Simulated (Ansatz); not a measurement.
Crystal: VO2.

```
V O
1.0
     4.50720    0.00000    0.00000
     0.00000    4.50720    0.00000
     0.00000    0.00000    3.04445
V O
2 4
Direct
  0.50000 0.50000 0.50000
  0.00000 0.00000 0.00000
  0.20036 0.79964 0.50000
  0.79964 0.20036 0.50000
  0.70036 0.70036 0.00000
  0.29964 0.29964 0.00000
```

The cell is a database's computed one.

* Program: Ansatz 0.2.0
* Task: relaxation of cell and atoms
* Functional: PBEsol
* Dispersion: D3(BJ)
* Potentials or basis: Ansatz PAW
* Cutoff: 420 eV (not typed: the program's choice for these potentials)
* k mesh: 6 × 6 × 9
* Occupations: fermi-dirac, width 0.05 eV
* Spin: collinear spin, ferromagnetic start
* Starting moments: [2.0, 2.0, 0.0, 0.0, 0.0, 0.0] μB

At the start: volume 10.31 Å³/atom.

Task: Where does the relaxation end?

Result: It ends after 8 steps and the volume is 9.48 Å³/atom (-8.0 %); space group P4_2/mnm (No. 136, to 0.05 Å); moment 1.95 μB per cell.

Step by step:
| step | energy change (eV) | largest force (eV/Å) | volume (Å³) |
| --- | --- | --- | --- |
| 1 | 0.0000 | 0.2827 | 61.85 |
| 2 | -0.4669 | 0.4557 | 58.70 |
| 3 | -0.5799 | 0.0859 | 56.19 |
| 4 | -0.5935 | 0.0964 | 56.90 |
| 5 | -0.5941 | 0.0080 | 56.97 |
| 6 | -0.5815 | 0.0077 | 56.97 |
| 7 | -0.5822 | 0.0000 | 56.88 |
| 8 | -0.5817 | 0.0000 | 56.88 |

Final structure:
```
CELL_PARAMETERS angstrom
4.51567 0.00000 0.00000
0.00000 4.51567 0.00000
0.00000 0.00000 2.78935
ATOMIC_POSITIONS crystal
V 0.50000 0.50000 0.50000
V 0.00000 0.00000 0.00000
O 0.20152 0.79848 0.50000
O 0.79848 0.20152 0.50000
O 0.70152 0.70152 0.00000
O 0.29848 0.29848 0.00000
```

Caveat: the plane-wave basis is chosen anew once the cell has moved, so the energies of steps on either side of that aren't comparable; the pressure holds a Pulay correction of +0.9 GPa for the finite cutoff; pairwise dispersion overbinds metals, which lowers pressure and volume; the PAW data sets come from PBE, with cores solved anew for the run's functional, which leaves a small shift of forces and pressure.
